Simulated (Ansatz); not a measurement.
# C7O: the cost of one run

Method: DFT PBE+D3(BJ), scalar-relativistic, plane waves, PAW, in Ansatz 0.2.0.

## 1. The structure to begin with

Symmetry: Cm, No. 8, monoclinic system. The conventional cell has a = 4.269 Å, b = 2.465 Å, c = 26.899 Å, α = 90.00°, β = 90.00°, γ = 90.00°. C (site symmetry m) has 3 C at 1.42 Å as nearest neighbours. Around C (site symmetry m) lie 4 C at 1.42 to 1.58 Å. C (site symmetry m) is surrounded by 1 O at 1.15 Å. O (site symmetry m) is surrounded by 1 C at 1.15 Å.

Coordinates:

```
C O
1.0
     2.46494    0.00000    0.00000
     1.23248    2.13469    0.00000
     0.00000    0.00000   26.89866
C O
7 1
Direct
  0.16562 0.16562 0.31600
  0.49896 0.49896 0.31603
  0.49791 0.49791 0.44143
  0.83125 0.83125 0.44146
  0.83020 0.83020 0.56686
  0.16354 0.16354 0.56689
  0.16354 0.16354 0.62563
  0.16354 0.16354 0.66838
```

## 2. CO put at a top C site

Input file input.yaml:

```yaml
crystal:
  lattice:
    - [2.4649373942, 0.0, 0.0]
    - [1.2324826688, 2.1346903355, 0.0]
    - [0.0, 0.0, 26.898660793]
  atoms:
    - { symbol: C, position: [0.1656238015, 0.1656238015, 0.3160008621] }
    - { symbol: C, position: [0.4989565371, 0.4989565371, 0.3160294754] }
    - { symbol: C, position: [0.4979139708, 0.4979139708, 0.4414325924] }
    - { symbol: C, position: [0.8312467065, 0.8312467065, 0.4414612058] }
    - { symbol: C, position: [0.8302041402, 0.8302041402, 0.5668643227] }
    - { symbol: C, position: [0.1635368758, 0.1635368758, 0.5668929361] }
    - { symbol: C, position: [0.1635368758, 0.1635368758, 0.6256319199] }
    - { symbol: O, position: [0.1635368758, 0.1635368758, 0.6683849777] }
basis:
  ecutwfc: 420
kpoints:
  mp_grid: { grid: [12, 12, 1] }
hamiltonian:
  xc: pbe
  dispersion: d3bj
scf:
  occupations: { method: gaussian, width: 0.05 }
output:
  forces: true
  eigenvalues: true
  write_density: true
  write_potential: true
  elf: true
  volumetric_format: npy
relax:
  adjacent_minimum: "off"
  f_tol: 0.03
  max_steps: 70
  constraints: [{ sites: [0, 1] }]
efield:
  axis: 3
  dipole_correction: true
  ramp_width: 0.04
```

Launch:

```
$ ansatz run input.yaml --threads 1 --pin off --max-ram 2560MiB --backend cpu --events-out ev --progress --plain --runs-dir out
```

Q: Estimate wall time and peak memory on 1 thread of Intel Xeon 6975P-C (Granite Rapids), shared host.

About 2.9 min, with a peak of 0.45 GiB.
